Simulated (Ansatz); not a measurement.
A run of Ansatz 0.2.0 is set up as follows.

The input input.yaml:

```yaml
crystal:
  lattice:
    - [5.876, 0.0, 0.0]
    - [0.0, 5.476, 0.0]
    - [0.0, 0.0, 4.743]
  atoms:
    - { symbol: Pb, position: [0.769, 0.514, 0.25] }
    - { symbol: Pb, position: [0.231, 0.486, 0.75] }
    - { symbol: Pb, position: [0.769, 0.986, 0.75] }
    - { symbol: Pb, position: [0.231, 0.014, 0.25] }
    - { symbol: O, position: [0.132, 0.582, 0.25] }
    - { symbol: O, position: [0.868, 0.418, 0.75] }
    - { symbol: O, position: [0.132, 0.918, 0.75] }
    - { symbol: O, position: [0.868, 0.082, 0.25] }
kpoints:
  mp_grid: { grid: [5, 5, 6] }
scf:
  occupations: { method: fermi_dirac, width: 0.05 }
hamiltonian:
  xc: pbe
  pseudopotentials: { kind: all_electron, datasets: crystal }
output:
  forces: true
  stress: true
  eigenvalues: true
  efg: {}
  elf: true
  volumetric_format: npy
```

Potentials or basis: all-electron PAW datasets made for the crystal.

Command:

```sh
$ ansatz run input.yaml --threads 4 --pin off --max-ram 12288MiB --backend cpu --events-out ev --progress --plain --runs-dir out
```

Task: What does it give for the pressure?

Result: 2.3 GPa.

Task: Estimate the band gap on the k mesh.

Result: 1.97 eV, indirect (least direct gap 2.15 eV).

Task: Predict the largest force.

Result: 0.934 eV/Å.

Forces in eV/Å, atoms in the order of the input:
```
Pb  -0.302 -0.884  0.000
Pb   0.302  0.884  0.000
Pb  -0.302  0.884  0.000
Pb   0.302 -0.884  0.000
O    0.793  0.311  0.000
O   -0.793 -0.311  0.000
O    0.793 -0.311  0.000
O   -0.793  0.311  0.000
```

Caveat: spin-orbit coupling is left out, which as a rule narrows the gap of such compounds by several tenths of an eV; an odd mesh through Γ misses points on the zone boundary, where band edges often lie; the cell's inner coordinates are idealised or old, which leaves forces on the atoms.
